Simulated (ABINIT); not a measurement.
Wanted: the native input for an ABINIT 10.8.3 (patched build) run.

```
Task                : single point
Functional          : PBEsol
Potentials or basis : JTH PAW PBE v2.0
Cutoff              : 707 eV
k mesh              : 11 × 11 × 11
Occupations         : fermi-dirac, width 0.05 eV
Spin                : collinear spin, ferromagnetic start
Starting moments    : [5.0, 0.0] μB
Fine-grid cutoff    : 1306.15 eV
```

The system is FeO (Wuestite).

```
CELL_PARAMETERS angstrom
1.51882 0.87689 2.51958
-1.51882 0.87689 2.51958
0.00000 -1.75378 2.51958
ATOMIC_POSITIONS crystal
Fe 0.00000 0.00000 0.00000
O 0.50000 0.50000 0.50000
```

These files were run (other wordings do the same):

run.abi

```
# Pseudopotentials
pp_dirpath "./"
pseudos "Fe.GGA_PBE-JTH.xml, O.GGA_PBE-JTH.xml"

# Structure
acell 3*1.0
rprim
     2.8701555377     1.6570850723     4.7613110177
    -2.8701555377     1.6570850723     4.7613110177
     0.0000000000    -3.3141701446     4.7613110177
ntypat 2
znucl 26 8
natom 2
typat 1 2
xred
     0.0000000000     0.0000000000     0.0000000000
     0.5000000000     0.5000000000     0.5000000000

# Plane-wave basis
ecut 26.0
pawecutdg 48.0
pawxcdev 0

# k points
kptopt 1
ngkpt 11 11 11
nshiftk 1
shiftk 0.0 0.0 0.0

# Exchange and correlation
ixc -116133

# Bands and occupations
nband 16
occopt 3
tsmear 0.05 eV

# Spin
nsppol 2
spinat
     0.0000000000     0.0000000000     5.0000000000
     0.0000000000     0.0000000000     0.0000000000

# SCF cycle
nstep 100
tolvrs 1.0e-9

# Output
iomode 3
prtwf 0
prtden 0
prteig 0
prtebands 0
enunit 1
```

Potentials or basis: JTH PAW PBE v2.0.

Launch:

```bash
$ abinit run.abi > log 2>&1
```

It gave:

```yaml
Pressure: -9.9 GPa
Band_gap_on_the_k_mesh: none (metal or under the smearing width)
Net_moment: 4.00 μB per cell
Site_moments: Fe +3.58; O +0.29 μB
Valence_electrons_inside_the_program's_atomic_spheres: Fe 14.13; O 4.48
```

Caveat: the PAW data sets were made with another functional, which shifts forces and pressure a little; a cell with one magnetic atom can't hold antiferromagnetic order, which such compounds often take; semilocal functionals often make such compounds metallic where correlation or magnetic order opens a gap, which also shifts bond lengths.

Wall time 4.4 min on 1 thread of Arm Neoverse V1, on a shared host, peak memory 0.22 GiB.
